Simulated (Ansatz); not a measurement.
A run of Ansatz 0.2.0:

input.yaml

```yaml
crystal:
  lattice:
    - [-1.657269, 1.657269, 1.657269]
    - [1.657269, -1.657269, 1.657269]
    - [1.657269, 1.657269, -1.657269]
  atoms:
    - { symbol: Au, position: [0.0, 0.0, 0.0] }
hamiltonian:
  xc: revpbe
  pseudopotentials: { kind: paw }
kpoints:
  mp_grid: { grid: [11, 11, 11] }
scf:
  occupations: { method: fermi_dirac, width: 0.05 }
output:
  forces: true
  stress: true
  eigenvalues: true
relax:
  f_tol: 0.01
  max_steps: 40
  cell: { stress_tol: 0.05 }
```

Potentials or basis: Ansatz PAW.

Run with:

```sh
$ ansatz run input.yaml --threads 2 --pin off --max-ram 5632MiB --backend cpu --events-out ev --progress --plain --runs-dir out
```

Hardware: 2 threads of Arm Neoverse V2, on a shared host.

Problem. Estimate the wall time of this run.

Solution. Wall time 2.1 s on 2 threads of Arm Neoverse V2, on a shared host, peak memory 0.27 GiB. Counts: scf iterations 26, plane waves 369, k points 56, bands 14, ion steps 5.
